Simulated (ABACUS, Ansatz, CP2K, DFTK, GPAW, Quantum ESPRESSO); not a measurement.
Bi: equilibrium volume by level of theory

The structure is cubic, space group Im-3m (No. 229). Conventional cell: a = 3.963 Å, b = 3.963 Å, c = 3.963 Å, α = 90.00°, β = 90.00°, γ = 90.00°. Bi (site symmetry m-3m) is surrounded by 8 Bi at 3.43 Å.

This isn't the form of Bi at room conditions, which is rhombohedral.

```tsv
rung	level	program and potentials	cutoff (eV)	k mesh	smearing	task	core time	chip	equilibrium volume (Å³/atom)	notes
LDA	LDA	Ansatz, all-electron LAPW, scalar-relativistic	-	9 × 9 × 9	fermi-dirac 0.05	relaxation of cell and atoms	19 s	Arm Neoverse N1	29.36	-
GGA	BLYP	Ansatz, all-electron LAPW, scalar-relativistic	-	9 × 9 × 9	fermi-dirac 0.05	relaxation of cell and atoms	23 s	Intel Xeon Skylake/Cascade Lake	34.26	-
LDA	LDA	ABACUS, PseudoDojo NC SR 0.4.1 LDA standard, plane waves	966	7 × 7 × 7	fermi-dirac 0.05	equation of state	26 s	Intel Xeon Platinum 8488C Sapphire Rapids	29.89	fit through 4 volumes; far from this level's other runs, on another mesh
GGA + dispersion	BLYP+D3(BJ)	GPAW, PAW data sets generated for this functional	600	9 × 9 × 9	fermi-dirac 0.05	equation of state	53 s	AMD EPYC 7R43 Zen 3	30.47	-
GGA	PBEsol	Quantum ESPRESSO, PseudoDojo 0.4.1 SR PBEsol standard	898	9 × 9 × 9	fermi-dirac 0.05	equation of state	84 s	Arm Neoverse V1	30.08	-
LDA	LDA	CP2K, GTH_POTENTIALS Bi GTH-PADE-q5; TZVP-MOLOPT-PBE-GTH basis	-	9 × 9 × 9	fermi-dirac 0.1	equation of state	1.9 min	Arm Neoverse V2	29.47	atomic basis
LDA	LDA	DFTK, PseudoDojo SR LDA 0.4.1 standard (LDA)	952	7 × 7 × 7	fermi-dirac 0.05	equation of state	7.1 min	Intel Xeon Platinum 8259CL Skylake/Cascade Lake	29.90	far from this level's other runs, on another mesh
```

Times are single runs on shared hosts and different chips, so they are rough; meshes, cutoffs and the tasks' sizes weigh on the time. All rows: no spin polarisation. Smearing widths are in eV. For a metal such meshes aren't converged. Meshes differ between rows, which moves values too. Meshes are those of the run's cell of 1 atom unless a note names another. Relaxations start from the cell shown or near it and stop with a little pressure left. Runs on faulty files, with rough fits or with known faults for this quantity aren't shown. PBE isn't shown for this crystal. No row holds spin-orbit coupling.

By rung: LDA 29.36 to 29.90; GGA 30.08 to 34.26; GGA + dispersion 30.47; LDA in atomic bases 29.47 (Å³/atom).
